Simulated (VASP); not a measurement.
Write the native input for VASP 6.6.1 that does the following.

```
Task                   : relaxation of cell and atoms
Functional             : PBE
Dispersion             : D3
Potentials or basis    : VASP PAW PBE potentials, release 64 (Si)
Cutoff                 : 600 eV
k mesh                 : 8 × 8 × 8
Occupations            : fermi-dirac, width 0.05 eV
Spin                   : no spin polarisation
Further INCAR settings : ALGO = Fast; EDIFF = 1e-06; IBRION = 2; EDIFFG = -0.005; NSW = 40; ISIF = 3
```

The structure of Si lies in POSCAR:

```
Si
1.0
    0.0000000000      2.7218511865      2.7218511865
    2.7218511865      0.0000000000      2.7218511865
    2.7218511865      2.7218511865      0.0000000000
Si
2
Direct
    0.5000000000      0.5000000000      0.5000000000
    0.7500000000      0.7500000000      0.7500000000
```

The input as run:

INCAR

```
SYSTEM = Si
PREC = Accurate
ENCUT = 600
EDIFF = 1E-6
ISMEAR = -1
SIGMA = 0.05
LREAL = .FALSE.
LASPH = .TRUE.
NELM = 60
ALGO = Fast
ISIF = 3
LWAVE = .FALSE.
LCHARG = .FALSE.
GGA = PE
IVDW = 11
IBRION = 2
NSW = 40
EDIFFG = -0.005
```

KPOINTS

```
Automatic mesh
0
G
  8 8 8
  0 0 0
```

Potentials or basis: VASP PAW PBE potentials, release 64 (Si).

Launch:

```console
$ cat potpaw_PBE.64/Si/POTCAR > POTCAR
$ mpirun -np 1 vasp_std > vasp.out
```

It gave:

| Item | Value |
| --- | --- |
| Relaxed volume | 20.27 Å³/atom |
| Relaxed cell | a = 3.856 Å, b = 3.856 Å, c = 3.856 Å, α = 60.00°, β = 60.00°, γ = 60.00° |
| Space group after relaxing (to 0.05 Å) | Fd-3m (No. 227) |
| Energy gained by relaxing | 0.2 meV/atom |
| Ionic steps | 3 |
| Pressure after relaxing | 0.0 GPa |
| Band gap on the k mesh | 0.64 eV, indirect (least direct gap 2.56 eV) |
| Dispersion energy per atom | -0.146 eV |

Run time: 22 s on 1 thread of Intel(R) Xeon(R) Platinum 8488C (Sapphire Rapids), on a shared host, peak memory 0.17 GiB.
